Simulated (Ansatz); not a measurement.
# CoSi2 (Fm-3m) in Ansatz: further runs

One crystal, CoSi2, is run at these levels: PBE; tasks: single point.

Everything below comes from runs of Ansatz 0.2.0. Logs are shortened: lines on timing, memory, paths and dates and some standing lists are left out, and cuts for length are marked.

### 1 Starting point

It takes space group Fm-3m (No. 225, cubic). The conventional cell has a = 5.356 Å, b = 5.356 Å, c = 5.356 Å, α = 90.00°, β = 90.00°, γ = 90.00°. Around Co (site symmetry m-3m) lie 8 Si at 2.32 Å. Si (site symmetry -43m) is surrounded by 4 Co at 2.32 Å.

### 2 Single point, PBE, collinear spin, ferromagnetic start

The input, input.yaml:

```yaml
crystal:
  lattice:
    - [0.0, 2.678, 2.678]
    - [2.678, 0.0, 2.678]
    - [2.678, 2.678, 0.0]
  atoms:
    - { symbol: Co, position: [0.0, 0.0, 0.0], spin: 2.0 }
    - { symbol: Si, position: [0.75, 0.75, 0.75] }
    - { symbol: Si, position: [0.25, 0.25, 0.25] }
hamiltonian:
  xc: pbe
  pseudopotentials: { kind: paw }
magnetization:
  spin_polarized: true
kpoints:
  mp_grid: { grid: [9, 9, 9] }
scf:
  occupations: { method: gaussian, width: 0.029 }
output:
  forces: true
  stress: true
  eigenvalues: true
```

Potentials or basis: Ansatz PAW.

On the command line:

```
ansatz run input.yaml --threads 2 --pin off --max-ram 5632MiB --backend cpu --events-out ev --progress --plain --runs-dir out
```

Log:

```text
Warning: RAYON_NUM_THREADS=2 ignored (pool sized by the plan → 2); use --threads N
Engine: ansatz 0.2.0, x86_64-unknown-linux-gnu
Pseudopotentials: kind: paw
Pseudopotential: Co, paw, valence charge 17, recommended cutoff 420 eV (normal), Co.paw.azcp
Pseudopotential: Si, paw, valence charge 4, recommended cutoff 420 eV (normal), Si.paw.azcp
Functional definition: PBE
  parameter kappa = 0.804
  parameter beta = 0.06672455060314922
  exchange = pbe_x(kappa = kappa, mu = beta*pi^2/3)
  correlation = pbe_c(beta = beta)
Crystal: 3 atoms, lattice volume = 38.412 Å³
Basis set: ecut = 420 eV, 749 PW (Γ), exchange–correlation on 54×54×54 points (8 copies of the dense FFT grid, shifted against one another)
Bands: 18, of which v1, the nominal top of the filled ones, is band 13 counted from 1 (12 counted from 0)
Symmetry: 48 space group operations
Space group: Fm-3m (ITA 225), of the structure as read, at distance tolerance 3.4e-5 Å
Magnetic group: BNS 225.116 (UNI 1618), of the structure as read, at distance tolerance 3.4e-5 Å
k-points: 35 of 729
Non-local potential: Co, projectors of the file, l = 0: 3, l = 1: 2, l = 2: 3, l = 3: 1
Non-local potential: Si, projectors of the file, l = 0: 2, l = 1: 2, l = 2: 2
PAW form: soft (Blöchl's): semilocal exchange-correlation on the pseudo side does not see the compensation charge
PAW one-centre angular grid: Co, 590 points (default); XC on 64 Gauss nodes
PAW one-centre angular grid: Si, 110 points (default); XC on 64 Gauss nodes
Initial density: superposition of atomic densities (chi_scale 0.1, normalization cell)
Starting moments: Σ|m| = 2 μB on 1 of 3 sites
Initial wavefunctions: pseudopotential atomic-orbital guess
Functional: x = pbe(κ = 0.804, μ = 0.2195149727645171), c = pbe(β = 0.06672455060314922)
SCF iter   1: F=—  HF=-6398.170129 eV  |F-HF|=—  |Δ(HF+E_count)|=         —  Δρ=1.51e-1 (↑1.51e-1 ↓9.16e-2)  dr2=1.48e0  dr2_m=4.89e0  M=0.347 μB ∫|m|=0.434 μB  β_m=0.30  ethr=3.10e-3  ⟨swp⟩=6.1  Hψ=6407  notcnv=0
Mixer restart at iter 1: flushing history
preconditioner: auto → Kerker (q_TF=auto, 2.540 Å⁻¹)  [metal: Δε(μ)=0.015 eV  Ē_g=8.775 eV  σ=0.029 eV  W_gap=0.26  n_scr=14 (ndim 8)  ℏωp=24.7 eV  f_vac=0.000  D(μ)=2.88/eV (n_scr^D=26)]
spin=Collinear: Kerker preconditioning applied to the charge; magnetization (m = ρ↑ − ρ↓) channel mixes plain (no charge-response kernel on spin).
SCF iter   2: F=—  HF=-6397.602820 eV  |F-HF|=—  |Δ(HF+E_count)|=   5.67e-1  Δρ=1.09e-1 (↑8.55e-2 ↓1.09e-1)  dr2=1.03e0  dr2_m=3.19e0  M=0.162 μB ∫|m|=0.270 μB  β_m=0.65  ethr=3.10e-3  ⟨swp⟩=2.6  Hψ=2536  notcnv=0  defer=93
preconditioner: auto → none  [insulator: Δε(μ)=0.033 eV  Ē_g=8.747 eV  σ=0.029 eV  W_gap=0.56  n_scr=14 (ndim 8)  ℏωp=24.7 eV  f_vac=0.000  D(μ)=2.50/eV (n_scr^D=26)  ε∞_Penn≈9.0]
SCF iter   3: F=—  HF=-6400.052561 eV  |F-HF|=—  |Δ(HF+E_count)|=    2.45e0  Δρ=1.03e-1 (↑1.03e-1 ↓3.17e-2)  dr2=4.30e0  dr2_m=4.83e-1  M=0.063 μB ∫|m|=0.138 μB  β_m=0.62  ethr=3.10e-3  ⟨swp⟩=3.2  Hψ=2907  notcnv=0  defer=97
SCF iter   4: F=—  HF=-6399.177009 eV  |F-HF|=—  |Δ(HF+E_count)|=   8.76e-1  Δρ=1.29e-2 (↑1.29e-2 ↓4.92e-3)  dr2=1.96e-2  dr2_m=2.55e-2  M=-0.025 μB ∫|m|=0.025 μB  β_m=0.68  ethr=3.10e-3  ⟨swp⟩=2.5  Hψ=2847  notcnv=0  defer=94
SCF iter   5: F=—  HF=-6399.169785 eV  |F-HF|=—  |Δ(HF+E_count)|=   7.22e-3  Δρ=6.01e-3 (↑4.44e-3 ↓6.01e-3)  dr2=2.80e-2  dr2_m=2.49e-4  M=-0.003 μB ∫|m|=0.011 μB  β_m=0.84  ethr=7.84e-5  ⟨swp⟩=2.2  Hψ=2281  notcnv=0  defer=95
SCF iter   6: F=—  HF=-6399.170231 eV  |F-HF|=—  |Δ(HF+E_count)|=   4.46e-4  Δρ=1.07e-3 (↑6.24e-4 ↓1.07e-3)  dr2=1.05e-4  dr2_m=2.50e-4  M=0.002 μB ∫|m|=0.003 μB  β_m=0.90  ethr=7.84e-5  ⟨swp⟩=2.0  Hψ=1886  notcnv=0  defer=95
SCF iter   7: F=—  HF=-6399.170280 eV  |F-HF|=—  |Δ(HF+E_count)|=   4.86e-5  Δρ=1.88e-4 (↑1.88e-4 ↓2.20e-5)  dr2=1.03e-5  dr2_m=2.80e-6  M=0.000 μB ∫|m|=0.000 μB  β_m=0.94  ethr=4.21e-7  ⟨swp⟩=2.0  Hψ=2185  notcnv=0  defer=95
SCF iter   8: F=—  HF=-6399.170279 eV  |F-HF|=—  |Δ(HF+E_count)|=   8.14e-7  Δρ=2.94e-5 (↑2.94e-5 ↓9.22e-6)  dr2=1.25e-7  dr2_m=1.27e-7  M=-0.000 μB ∫|m|=0.000 μB  β_m=0.90  ethr=4.12e-8  ⟨swp⟩=2.2  Hψ=1705  notcnv=0  defer=95
SCF iter   9: F=—  HF=-6399.170279 eV  |F-HF|=—  |Δ(HF+E_count)|=   3.03e-9  Δρ=1.20e-5 (↑1.20e-5 ↓1.10e-5)  dr2=1.90e-7  dr2_m=1.56e-10  M=-0.000 μB ∫|m|=0.000 μB  β_m=0.95  ethr=5.01e-10  ⟨swp⟩=2.1  Hψ=2079  notcnv=0  defer=95
SCF iter  10: F=—  HF=-6399.170279 eV  |F-HF|=—  |Δ(HF+E_count)|=   5.08e-8  Δρ=3.25e-6 (↑3.25e-6 ↓1.91e-6)  dr2=5.47e-9  dr2_m=1.62e-10  M=0.000 μB ∫|m|=0.000 μB  β_m=0.92  ethr=5.01e-10  ⟨swp⟩=2.0  Hψ=1644  notcnv=0  defer=95
SCF iter  11: F=-6399.170279 eV  HF=-6399.170279 eV  |F-HF|=4.40e-10  |Δ(HF+E_count)|=  1.27e-11  Δρ=6.04e-7 (↑6.04e-7 ↓5.99e-7)  dr2=4.74e-10  dr2_m=4.38e-13  M=-0.000 μB ∫|m|=0.000 μB  ethr=2.19e-11  ⟨swp⟩=6.5  Hψ=5253  notcnv=0
SCF 1 converged in 11 iterations: F = -6399.170279 eV  dr2 = 4.74e-10
WARN: the starting moments were not kept: the SCF closed with an absolute magnetisation of 1.1e-6 μB, where they sum to 2 μB in size (1 site). That is at most 0.1 of that sum. Measured as dr2_m measures the in/out step, that magnetisation stands 3.6e-13 eV from none, at or under the dr2_threshold of 1.0e-7 eV: it is no larger than a step whose dr2_m would equal this threshold. The system may hold no moment; this SCF shows only that its start led to no more than that. To try another start: raise the starting moments (crystal.atoms[].spin, magnetization.per_species, magnetization.initial_magnetization, or on a non-collinear deck that types none of these the spinor_matrix: blocks that start its atoms; where the total moment is fixed, keep their sum and leave initial_magnetization as it is; typed ones take the place of any that the run laid by itself, positive ones on a crystal's lanthanoids without a Hubbard term where scf.initial_density.shell_occupations: [] is typed) or, if the notice of its spin-set hold's release reads "site moments contracting" or "site moments show no strong build", lengthen the hold (scf.mixing.spin_hold: { on: { confirm: 4 } }; for m-r²SCAN on two components see the key's manual first). Each may lead to a state that holds a moment. A second SCF, from the converged charge density, with the starting moments and any scf.initial_density.shell_occupations laid on it anew, would have followed, and was not run: the deck does not ask for one (magnetization.retry_lost_moments is false, the default). To let it run, set magnetization.retry_lost_moments: true and run the deck again, where that key's refused combinations let it; where memory then withholds it, that run's warning says so.
SCF converged after 11 iterations
Magnetization: -0.0000 μB (12.5000 up, 12.5000 down)
Absolute magnetization: 0.0000 μB (∫|ρ↑−ρ↓|, with the PAW one-centre terms)
Spin contamination: 0.0000 ħ² per cell (⟨S²⟩ above its minimum at these occupations)
Per-site moments (μB) at R_I (Å): [(-4.5275168230711545e-7, 0.9566766129255746), (-9.55020920100334e-8, 0.9566766129255746), (-9.550209212760135e-8, 0.9566766129255748)]
Free energy (F): -6399.170279 eV
Harris-Foulkes:  -6399.170279 eV  (|F-HF|=4.40e-10)
Internal energy: -6399.169577 eV  (E = F + TS)
E sigma→0 (E₀):  -6399.169928 eV
Entropy (-TS):   -0.000702 eV (-0.234 meV/atom)
Fermi energy:    12.851229 eV
--- Per-component energies (eV) ---
  E_band       = -284.000306
  E_kinetic    = 547.568055
  E_local      = -4096.361877  (includes V_loc(G=0)·N_el)
  E_nonlocal   = 501.300061
  E_hartree    = 1782.403718
  E_xc         = -274.112331
  E_vxc        = -305.270004  (∫ρ·V_xc dr)
  E_paw        = -2541.480919  (= ΣΔE_a)
  E_vpaw       = -496.045961  (= ΣTr[D̂ρ^β])
  E_aug_tail   = 0.000153  (compensation charges beyond the density's cutoff)
  E_ewald      = -2318.486437
  E_smearing   = -0.000702  (= −TS)
  E_closure    = 0.000000  (closes the sum)
  Σ components = -6399.170279   (vs F -6399.170279, Δ=0.00e0)
--- Forces (eV/Å), atoms counted from 1 ---
  atom   1  Co    -0.00000000     0.00000000     0.00000000
  atom   2  Si     0.00000000     0.00000000    -0.00000000
  atom   3  Si     0.00000000     0.00000000     0.00000000
  max |Σ_I F_I| component: 9.25e-17 eV/Å
--- Stress (GPa, compression-positive) ---
        0.490432      -0.000000      -0.000000
       -0.000000       0.490432       0.000000
        0.000000      -0.000000       0.490432
  P = ⅓ Tr σ = 0.4904 GPa (4.904 kbar)
--- Band table (eV; the first three rows and the last of 70) ---
  k-point 0 ↑: bands = ["-81.8569", "-45.1725", "-45.1725", "-45.1725", "-0.2555", "8.8037", "8.8037", "8.8037", "10.9875", "10.9875", "13.6397", "16.3095", "16.3095", "16.3095", "16.3244", "16.3244", "16.3244", "18.5435"]
  k-point 1 ↑: bands = ["-81.8569", "-45.1728", "-45.1726", "-45.1726", "-0.0679", "8.3466", "8.8698", "8.8698", "10.9334", "10.9334", "13.6597", "14.6213", "15.3229", "15.3229", "17.2762", "17.2762", "18.1289", "18.1289"]
  k-point 2 ↑: bands = ["-81.8569", "-45.1735", "-45.1727", "-45.1727", "0.4883", "7.2054", "9.0372", "9.0372", "10.8485", "10.8485", "12.3511", "14.3316", "14.3316", "14.9888", "16.9405", "16.9405", "17.6142", "19.1443"]
  k-point 34 ↓: bands = ["-81.8568", "-45.1743", "-45.1740", "-45.1734", "4.2083", "5.0177", "7.0329", "7.1754", "10.3870", "10.6457", "11.0512", "11.4900", "12.2219", "16.1064", "16.7760", "18.4968", "20.1631", "21.9352"]
```

Wall time 1.4 s (2 threads of Intel Xeon 6975P-C (Granite Rapids), shared host); peak memory 0.39 GiB.

What came out:

```
Free energy            : -6399.1703 eV
Pressure               : 0.5 GPa
Band gap on the k mesh : none (metal or under the smearing width)
Net moment             : 0.00 μB per cell
Absolute moment        : 0.00 μB per cell
```

Levels at points of the mesh, in eV from the Fermi level:
Spin up:
| k point | band 10 | band 11 | band 12 | band 13 | band 14 | band 15 | band 16 | band 17 |
| --- | --- | --- | --- | --- | --- | --- | --- | --- |
| (0.00, 0.00, 0.00) | -1.86 | 0.79 | 3.46 | 3.46 | 3.46 | 3.47 | 3.47 | 3.47 |
Spin down:
| k point | band 10 | band 11 | band 12 | band 13 | band 14 | band 15 | band 16 | band 17 |
| --- | --- | --- | --- | --- | --- | --- | --- | --- |
| (0.00, 0.00, 0.00) | -1.86 | 0.79 | 3.46 | 3.46 | 3.46 | 3.47 | 3.47 | 3.47 |

Caveat: the starting moments collapsed, and a magnetic state may lie lower; the starting moments weren't kept.

### 3 Single point, PBE, collinear spin, ferromagnetic start

Edit input.yaml of step 2 so:

```diff
@@ -17,3 +17,3 @@
 scf:
-  occupations: { method: gaussian, width: 0.029 }
+  occupations: { method: gaussian, width: 0.03 }
 output:
```

Potentials or basis: Ansatz PAW.

On the command line:

```
ansatz run input.yaml --threads 2 --pin off --max-ram 5632MiB --backend cpu --events-out ev --progress --plain --runs-dir out
```

Log:

```text
Warning: RAYON_NUM_THREADS=2 ignored (pool sized by the plan → 2); use --threads N
Engine: ansatz 0.2.0, x86_64-unknown-linux-gnu
Pseudopotentials: kind: paw
Pseudopotential: Co, paw, valence charge 17, recommended cutoff 420 eV (normal), Co.paw.azcp
Pseudopotential: Si, paw, valence charge 4, recommended cutoff 420 eV (normal), Si.paw.azcp
Functional definition: PBE
  parameter kappa = 0.804
  parameter beta = 0.06672455060314922
  exchange = pbe_x(kappa = kappa, mu = beta*pi^2/3)
  correlation = pbe_c(beta = beta)
Crystal: 3 atoms, lattice volume = 38.412 Å³
Basis set: ecut = 420 eV, 749 PW (Γ), exchange–correlation on 54×54×54 points (8 copies of the dense FFT grid, shifted against one another)
Bands: 18, of which v1, the nominal top of the filled ones, is band 13 counted from 1 (12 counted from 0)
Symmetry: 48 space group operations
Space group: Fm-3m (ITA 225), of the structure as read, at distance tolerance 3.4e-5 Å
Magnetic group: BNS 225.116 (UNI 1618), of the structure as read, at distance tolerance 3.4e-5 Å
k-points: 35 of 729
Non-local potential: Co, projectors of the file, l = 0: 3, l = 1: 2, l = 2: 3, l = 3: 1
Non-local potential: Si, projectors of the file, l = 0: 2, l = 1: 2, l = 2: 2
PAW form: soft (Blöchl's): semilocal exchange-correlation on the pseudo side does not see the compensation charge
PAW one-centre angular grid: Co, 590 points (default); XC on 64 Gauss nodes
PAW one-centre angular grid: Si, 110 points (default); XC on 64 Gauss nodes
Initial density: superposition of atomic densities (chi_scale 0.1, normalization cell)
Starting moments: Σ|m| = 2 μB on 1 of 3 sites
Initial wavefunctions: pseudopotential atomic-orbital guess
Functional: x = pbe(κ = 0.804, μ = 0.2195149727645171), c = pbe(β = 0.06672455060314922)
SCF iter   1: F=—  HF=-6398.170470 eV  |F-HF|=—  |Δ(HF+E_count)|=         —  Δρ=1.51e-1 (↑1.51e-1 ↓9.16e-2)  dr2=1.48e0  dr2_m=4.90e0  M=0.346 μB ∫|m|=0.434 μB  β_m=0.30  ethr=3.10e-3  ⟨swp⟩=6.1  Hψ=6407  notcnv=0
Mixer restart at iter 1: flushing history
preconditioner: auto → Kerker (q_TF=auto, 2.540 Å⁻¹)  [metal: Δε(μ)=0.012 eV  Ē_g=8.782 eV  σ=0.030 eV  W_gap=0.22  n_scr=14 (ndim 8)  ℏωp=24.7 eV  f_vac=0.000  D(μ)=2.82/eV (n_scr^D=26)]
spin=Collinear: Kerker preconditioning applied to the charge; magnetization (m = ρ↑ − ρ↓) channel mixes plain (no charge-response kernel on spin).
SCF iter   2: F=—  HF=-6397.602915 eV  |F-HF|=—  |Δ(HF+E_count)|=   5.68e-1  Δρ=1.09e-1 (↑8.55e-2 ↓1.09e-1)  dr2=1.03e0  dr2_m=3.19e0  M=0.162 μB ∫|m|=0.270 μB  β_m=0.65  ethr=3.10e-3  ⟨swp⟩=2.6  Hψ=2537  notcnv=0  defer=92
preconditioner: auto → none  [insulator: Δε(μ)=0.033 eV  Ē_g=8.747 eV  σ=0.030 eV  W_gap=0.55  n_scr=14 (ndim 8)  ℏωp=24.7 eV  f_vac=0.000  D(μ)=2.48/eV (n_scr^D=26)  ε∞_Penn≈9.0]
SCF iter   3: F=—  HF=-6400.055576 eV  |F-HF|=—  |Δ(HF+E_count)|=    2.45e0  Δρ=1.03e-1 (↑1.03e-1 ↓3.18e-2)  dr2=4.31e0  dr2_m=4.83e-1  M=0.063 μB ∫|m|=0.138 μB  β_m=0.62  ethr=3.10e-3  ⟨swp⟩=3.2  Hψ=2912  notcnv=0  defer=96
SCF iter   4: F=—  HF=-6399.176965 eV  |F-HF|=—  |Δ(HF+E_count)|=   8.79e-1  Δρ=1.27e-2 (↑1.27e-2 ↓4.81e-3)  dr2=1.97e-2  dr2_m=2.48e-2  M=-0.025 μB ∫|m|=0.025 μB  β_m=0.69  ethr=3.10e-3  ⟨swp⟩=2.4  Hψ=2839  notcnv=0  defer=94
SCF iter   5: F=—  HF=-6399.169871 eV  |F-HF|=—  |Δ(HF+E_count)|=   7.09e-3  Δρ=6.04e-3 (↑4.43e-3 ↓6.04e-3)  dr2=2.80e-2  dr2_m=2.57e-4  M=-0.003 μB ∫|m|=0.011 μB  β_m=0.84  ethr=7.88e-5  ⟨swp⟩=2.2  Hψ=2250  notcnv=0  defer=95
SCF iter   6: F=—  HF=-6399.170260 eV  |F-HF|=—  |Δ(HF+E_count)|=   3.88e-4  Δρ=1.04e-3 (↑6.38e-4 ↓1.04e-3)  dr2=9.34e-5  dr2_m=2.45e-4  M=0.002 μB ∫|m|=0.003 μB  β_m=0.90  ethr=7.88e-5  ⟨swp⟩=2.1  Hψ=1903  notcnv=0  defer=95
SCF iter   7: F=—  HF=-6399.170304 eV  |F-HF|=—  |Δ(HF+E_count)|=   4.43e-5  Δρ=1.81e-4 (↑1.81e-4 ↓2.57e-5)  dr2=1.07e-5  dr2_m=2.38e-6  M=0.000 μB ∫|m|=0.000 μB  β_m=0.93  ethr=3.73e-7  ⟨swp⟩=2.0  Hψ=2177  notcnv=0  defer=95
SCF iter   8: F=—  HF=-6399.170304 eV  |F-HF|=—  |Δ(HF+E_count)|=   5.70e-7  Δρ=3.15e-5 (↑3.15e-5 ↓8.72e-6)  dr2=1.50e-7  dr2_m=1.39e-7  M=-0.000 μB ∫|m|=0.000 μB  β_m=0.90  ethr=4.30e-8  ⟨swp⟩=2.3  Hψ=1698  notcnv=0  defer=95
SCF iter   9: F=—  HF=-6399.170304 eV  |F-HF|=—  |Δ(HF+E_count)|=   7.07e-9  Δρ=1.21e-5 (↑1.21e-5 ↓1.12e-5)  dr2=1.93e-7  dr2_m=1.45e-10  M=-0.000 μB ∫|m|=0.000 μB  β_m=0.95  ethr=5.99e-10  ⟨swp⟩=2.0  Hψ=1883  notcnv=0  defer=95
SCF iter  10: F=—  HF=-6399.170304 eV  |F-HF|=—  |Δ(HF+E_count)|=   5.13e-8  Δρ=2.75e-6 (↑2.75e-6 ↓1.72e-6)  dr2=4.04e-9  dr2_m=9.78e-11  M=-0.000 μB ∫|m|=0.000 μB  β_m=0.92  ethr=5.99e-10  ⟨swp⟩=2.1  Hψ=1610  notcnv=0  defer=95
SCF iter  11: F=-6399.170304 eV  HF=-6399.170304 eV  |F-HF|=2.91e-10  |Δ(HF+E_count)|=  4.91e-11  Δρ=4.90e-7 (↑4.69e-7 ↓4.90e-7)  dr2=3.14e-10  dr2_m=6.52e-13  M=-0.000 μB ∫|m|=0.000 μB  ethr=1.62e-11  ⟨swp⟩=6.8  Hψ=5249  notcnv=0
SCF 1 converged in 11 iterations: F = -6399.170304 eV  dr2 = 3.14e-10
WARN: the starting moments were not kept: the SCF closed with an absolute magnetisation of 1.4e-6 μB, where they sum to 2 μB in size (1 site). That is at most 0.1 of that sum. Measured as dr2_m measures the in/out step, that magnetisation stands 7.1e-13 eV from none, at or under the dr2_threshold of 1.0e-7 eV: it is no larger than a step whose dr2_m would equal this threshold. The system may hold no moment; this SCF shows only that its start led to no more than that. To try another start: raise the starting moments (crystal.atoms[].spin, magnetization.per_species, magnetization.initial_magnetization, or on a non-collinear deck that types none of these the spinor_matrix: blocks that start its atoms; where the total moment is fixed, keep their sum and leave initial_magnetization as it is; typed ones take the place of any that the run laid by itself, positive ones on a crystal's lanthanoids without a Hubbard term where scf.initial_density.shell_occupations: [] is typed) or, if the notice of its spin-set hold's release reads "site moments contracting" or "site moments show no strong build", lengthen the hold (scf.mixing.spin_hold: { on: { confirm: 4 } }; for m-r²SCAN on two components see the key's manual first). Each may lead to a state that holds a moment. A second SCF, from the converged charge density, with the starting moments and any scf.initial_density.shell_occupations laid on it anew, would have followed, and was not run: the deck does not ask for one (magnetization.retry_lost_moments is false, the default). To let it run, set magnetization.retry_lost_moments: true and run the deck again, where that key's refused combinations let it; where memory then withholds it, that run's warning says so.
SCF converged after 11 iterations
Magnetization: -0.0000 μB (12.5000 up, 12.5000 down)
Absolute magnetization: 0.0000 μB (∫|ρ↑−ρ↓|, with the PAW one-centre terms)
Spin contamination: 0.0000 ħ² per cell (⟨S²⟩ above its minimum at these occupations)
Per-site moments (μB) at R_I (Å): [(-6.09053999143605e-7, 0.9566766129255746), (-1.161010764170869e-7, 0.9566766129255746), (-1.1610107646552315e-7, 0.9566766129255748)]
Free energy (F): -6399.170304 eV
Harris-Foulkes:  -6399.170304 eV  (|F-HF|=2.91e-10)
Internal energy: -6399.169558 eV  (E = F + TS)
E sigma→0 (E₀):  -6399.169931 eV
Entropy (-TS):   -0.000746 eV (-0.249 meV/atom)
Fermi energy:    12.851081 eV
--- Per-component energies (eV) ---
  E_band       = -284.002150
  E_kinetic    = 547.567718
  E_local      = -4096.359277  (includes V_loc(G=0)·N_el)
  E_nonlocal   = 501.299293
  E_hartree    = 1782.401678
  E_xc         = -274.112254
  E_vxc        = -305.269930  (∫ρ·V_xc dr)
  E_paw        = -2541.480432  (= ΣΔE_a)
  E_vpaw       = -496.044953  (= ΣTr[D̂ρ^β])
  E_aug_tail   = 0.000153  (compensation charges beyond the density's cutoff)
  E_ewald      = -2318.486437
  E_smearing   = -0.000746  (= −TS)
  E_closure    = -0.000000  (closes the sum)
  Σ components = -6399.170304   (vs F -6399.170304, Δ=0.00e0)
--- Forces (eV/Å), atoms counted from 1 ---
  atom   1  Co    -0.00000000     0.00000000    -0.00000000
  atom   2  Si    -0.00000000    -0.00000000    -0.00000000
  atom   3  Si    -0.00000000     0.00000000    -0.00000000
  max |Σ_I F_I| component: 4.63e-17 eV/Å
--- Stress (GPa, compression-positive) ---
        0.489676       0.000000      -0.000000
        0.000000       0.489676      -0.000000
       -0.000000       0.000000       0.489676
  P = ⅓ Tr σ = 0.4897 GPa (4.897 kbar)
--- Band table (eV; the first three rows and the last of 70) ---
  k-point 0 ↑: bands = ["-81.8570", "-45.1727", "-45.1727", "-45.1727", "-0.2555", "8.8037", "8.8037", "8.8037", "10.9874", "10.9874", "13.6397", "16.3095", "16.3095", "16.3095", "16.3243", "16.3243", "16.3243", "18.5436"]
  k-point 1 ↑: bands = ["-81.8570", "-45.1729", "-45.1727", "-45.1727", "-0.0679", "8.3466", "8.8698", "8.8698", "10.9333", "10.9333", "13.6597", "14.6213", "15.3228", "15.3228", "17.2761", "17.2761", "18.1289", "18.1289"]
  k-point 2 ↑: bands = ["-81.8571", "-45.1737", "-45.1728", "-45.1728", "0.4883", "7.2053", "9.0371", "9.0371", "10.8484", "10.8484", "12.3510", "14.3316", "14.3316", "14.9888", "16.9405", "16.9405", "17.6142", "19.1443"]
  k-point 34 ↓: bands = ["-81.8570", "-45.1745", "-45.1741", "-45.1735", "4.2083", "5.0177", "7.0329", "7.1754", "10.3869", "10.6456", "11.0511", "11.4899", "12.2218", "16.1064", "16.7760", "18.4968", "20.1631", "21.9352"]
```

Run time: 1.3 s. Hardware: 2 threads of Intel Xeon 6975P-C (Granite Rapids), shared host; peak memory 0.39 GiB.

Results:

* Free energy: -6399.1703 eV
* Pressure: 0.5 GPa
* Band gap on the k mesh: none (metal or under the smearing width)
* Net moment: 0.00 μB per cell
* Absolute moment: 0.00 μB per cell

Caveat: the starting moments collapsed, and a magnetic state may lie lower; the starting moments weren't kept.
